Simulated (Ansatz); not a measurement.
Program: Ansatz. Geometries: PBE0-D4/def2-TZVP. ΔE: electronic, gas phase. CBS: MP2 limit from def2 TZ/QZ plus the TZ coupled-cluster correction, frozen cores. Functionals use def2-TZVPP. One conformer a species, not always the lowest.

Consider the ligand exchange at a B–N bond: `C=C([SiH3])NBF` + `CC(=O)O` → `CC(=O)OBF` + `C=C(N)[SiH3]`.

`C=C([SiH3])NBF`:

Cartesian coordinates in Å:
```
C 0.846 -1.479 0.895
C 0.278 -0.439 0.277
Si -1.468 -0.631 -0.395
N 0.951 0.775 0.125
B 0.475 1.934 -0.499
F 1.270 3.003 -0.548
H 0.317 -2.415 1.008
H 1.852 -1.426 1.303
H -2.398 0.338 0.241
H -1.890 -2.016 -0.073
H -1.503 -0.425 -1.866
H 1.886 0.793 0.516
H -0.616 1.989 -0.983
```

`CC(=O)O`:

```xyz
8

C     0.578   -0.654    0.401
C    -0.523    0.256   -0.043
O    -1.645    0.263    0.380
O    -0.109    1.101   -1.007
H     0.945   -1.232   -0.449
H     1.415   -0.063    0.778
H     0.211   -1.320    1.177
H    -0.872    1.649   -1.236
```

`CC(=O)OBF`:

Z-matrix (Å, degrees):
```
C
C 1 1.492
H 1 1.092 2 109.4
H 1 1.087 2 109.9 3 -121.3
H 1 1.092 2 109.7 3 117.1
O 2 1.192 1 126.5 3 120.8
O 2 1.373 1 110.9 3 -57.5
B 7 1.366 2 122.4 1 -157.2
F 8 1.318 7 115.7 2 -171.0
H 8 1.189 7 123.7 2 11.5
```

`C=C(N)[SiH3]`:

```xyz
11

C    -0.416    0.787   -1.278
C     0.099   -0.039   -0.358
N     1.000   -1.052   -0.649
Si   -0.292    0.248    1.451
H    -1.061    1.605   -0.991
H    -0.195    0.679   -2.337
H     0.981   -1.857   -0.044
H     1.079   -1.305   -1.623
H     0.913    0.706    2.193
H    -0.736   -1.032    2.074
H    -1.371    1.261    1.562
```

```
         species  B2PLYP energy (Eh)
`C=C([SiH3])NBF`          -549.23459
       `CC(=O)O`          -229.02108
     `CC(=O)OBF`          -353.78674
  `C=C(N)[SiH3]`          -424.46116
```

(1) Work out ΔE.

Largest T1 diagnostic among the species: 0.015.

Results:

(1) ΔE = (-353.78674) + (-424.46116) − (-549.23459) − (-229.02108) = 0.00777 Eh = +20.4 kJ/mol. CCSD(T)/CBS gives +22.8 kJ/mol.

In def2-TZVPP, CCSD(T) changes the Hartree–Fock value by +12.1 kJ/mol (the triples alone add +1.4 kJ/mol) and MP2 by +13.6 kJ/mol.
